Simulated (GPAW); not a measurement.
Here is a GPAW 26.7.0 calculation.

run.py

```python
from ase.eos import EquationOfState
from ase.io import Trajectory, read
from ase.units import GPa
from gpaw import GPAW, PW

atoms = read('WC.cif')

traj = Trajectory('eos.traj', 'w')
volumes, energies = [], []
for x in [0.94, 0.96, 0.98, 1.0, 1.02, 1.04, 1.06]:
    a = atoms.copy()
    a.set_cell(atoms.cell * x**(1 / 3), scale_atoms=True)
    calc = GPAW(mode=PW(800),
                xc={'name': 'vdW-DF', 'backend': 'libvdwxc'},
                kpts={'size': (7, 7, 7), 'gamma': True},
                occupations={'name': 'fermi-dirac', 'width': 0.05},
                nbands=19,
                convergence={'density': 1e-05, 'energy': 1e-05},
                maxiter=150,
                txt=f'eos-{x:.2f}.txt')
    a.calc = calc
    energies.append(a.get_potential_energy(force_consistent=True))
    volumes.append(a.get_volume())
    calc.write(f'eos-{x:.2f}.gpw')
    traj.write(a)
    print(f'{x:.2f} {volumes[-1]:10.4f} A^3 {energies[-1]:14.6f} eV', flush=True)

v0, e0, B = EquationOfState(volumes, energies, eos='birchmurnaghan').fit()
print(f'V0 = {v0:.4f} A^3, E0 = {e0:.6f} eV, B0 = {B / GPa:.2f} GPa')
```

Contents of WC.cif:

```cif
data_WC
_cell_length_a 2.90650000
_cell_length_b 2.90650000
_cell_length_c 2.83660000
_cell_angle_alpha 90.00000000
_cell_angle_beta 90.00000000
_cell_angle_gamma 120.00000000
_space_group_name_H-M_alt 'P1'
_space_group_name_Hall 'P 1'
_space_group_IT_number 1
loop_
_space_group_symop_operation_xyz
'x,y,z'
loop_
_atom_site_label
_atom_site_type_symbol
_atom_site_symmetry_multiplicity
_atom_site_Wyckoff_symbol
_atom_site_fract_x
_atom_site_fract_y
_atom_site_fract_z
_atom_site_occupancy
W1 W 1 a 0.0000000000 0.0000000000 0.0000000000 1
C1 C 1 a 0.6666666667 0.3333333333 0.5000000000 1
```

Potentials or basis: GPAW PAW data sets (gpaw-data 1.2.1), pw.

Run with:

```console
$ OMP_NUM_THREADS=1 python run.py
```

Q: What does it give for the equilibrium volume?

A: 10.91 Å³/atom.

Q: What does it give for the bulk modulus at fixed shape and positions?

A: 353 GPa.

Q: What does it give for the pressure derivative of the bulk modulus?

A: 4.3.

Energy against volume, from the lowest point:
```csv
volume (Å³/atom),energy (meV/atom)
9.754,162.83
9.961,105.21
10.169,61.45
10.376,30.23
10.584,10.29
10.791,0.52
10.999,0.00
```

Caveat: the cell was scaled at fixed shape and fractional positions, which overstates the stiffness of a crystal with free parameters, most of all of layers and chains; the PAW data sets were made with another functional, which shifts forces and pressure a little. The run has no spin-orbit coupling, so splittings on W are missing.
